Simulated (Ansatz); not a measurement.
# Mo: the cost of one run

Program: Ansatz 0.2.0. Level of theory: DFT PBE, scalar-relativistic, plane waves, PAW. These are calculated values, not measurements.

The COD entry's cell or inner coordinates are ideal or old and differ from later refinements, so a difference from it is no clean test against experiment.

### 1 Starting point

It takes space group Im-3m (No. 229, cubic). Conventional cell: a = 3.160 Å, b = 3.160 Å, c = 3.160 Å, α = 90.00°, β = 90.00°, γ = 90.00°. Mo (site symmetry m-3m) has 8 Mo at 2.74 Å as nearest neighbours.

Coordinates:

```
Mo
1.0
    -1.58023    1.58023    1.58023
     1.58023   -1.58023    1.58023
     1.58023    1.58023   -1.58023
Mo
1
Cartesian
  0.0000 0.0000 0.0000
```

This cell was relaxed beforehand with the same method: volume 15.78 Å³/atom, gap on the mesh none (metal).

### 2 The scan

The energy is mapped over two homogeneous strains (x along [1 0 0], y along [0 1 0], z along [0 0 1] of the conventional cell).

First coordinate, strain +e along x and -e along y: 7 values from −15 to 15 %. Second coordinate, strain +e along z and -e/2 along x and y: 7 values from −11.0 %.

Nothing else is relaxed (symmetry fixes all fractional coordinates). Energies count from the relaxed crystal. Points are written as (first, second).

### 3 The run at (−5 %, −11.0 %)

Contents of input.yaml:

```yaml
crystal:
  lattice:
    - [-1.5881351067, 1.7461585004, 1.4064082039]
    - [1.5881351067, -1.7461585004, 1.4064082039]
    - [1.5881351067, 1.7461585004, -1.4064082039]
  atoms:
    - { symbol: Mo, position: [0.0, 0.0, 0.0] }
basis:
  ecutwfc: 420
kpoints:
  mp_grid: { grid: [20, 20, 20] }
hamiltonian:
  xc: pbe
  pseudopotentials: { kind: paw, azcp: { folder: soft_1 } }
scf:
  occupations: { method: gaussian, width: 0.15 }
output:
  forces: true
  stress: true
  eigenvalues: true
```

Launch:

```sh
ansatz run input.yaml --threads 1 --pin off --max-ram 2048MiB --backend cpu --events-out ev --progress --plain --runs-dir out
```

**Question.** How long does this run take on 1 thread of Arm Neoverse N1, shared host, and how much memory does it need?

About 21 s, with a peak of 0.46 GiB.
